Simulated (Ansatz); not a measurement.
Theory: DFT PBE, scalar-relativistic, plane waves, PAW (Ansatz 0.2.0).

Settings: cutoff 420 eV, Γ-centred mesh 9×9×4 on the computed 4-atom cell, Gaussian smearing of 0.02 eV; no spin polarisation.

```
Li Cl
1.0
     3.80349   -0.00820    0.03925
    -1.90885    3.27647    0.00781
     0.06357    0.05130    6.06155
Li Cl
2 2
Direct
  0.65618 0.32991 0.87715
  0.33868 0.66453 0.37714
  0.67101 0.33180 0.49963
  0.33414 0.67376 0.99607
```

(1) Is this geometry at equilibrium? Which atom feels the largest force?

(2) Give all forces and the stress.

Answers

(1) It isn't. Atom 4 (Cl) feels (-0.07, -0.17, 0.04) eV/Å, 0.188 eV/Å in size.

(2)
```json
{"atom": "Li1", "Fx": "0.081", "Fy": "0.159", "Fz": "0.040"}
{"atom": "Li2", "Fx": "0.037", "Fy": "0.023", "Fz": "0.023"}
{"atom": "Cl3", "Fx": "-0.051", "Fy": "-0.011", "Fz": "-0.101"}
{"atom": "Cl4", "Fx": "-0.067", "Fy": "-0.171", "Fz": "0.039"}
```
Stress (GPa, compression positive):
```
 2.83 -0.03 -0.34
-0.03  3.61 -0.40
-0.34 -0.40  3.47
```

This wurtzite form isn't the usual stable structure of the compound.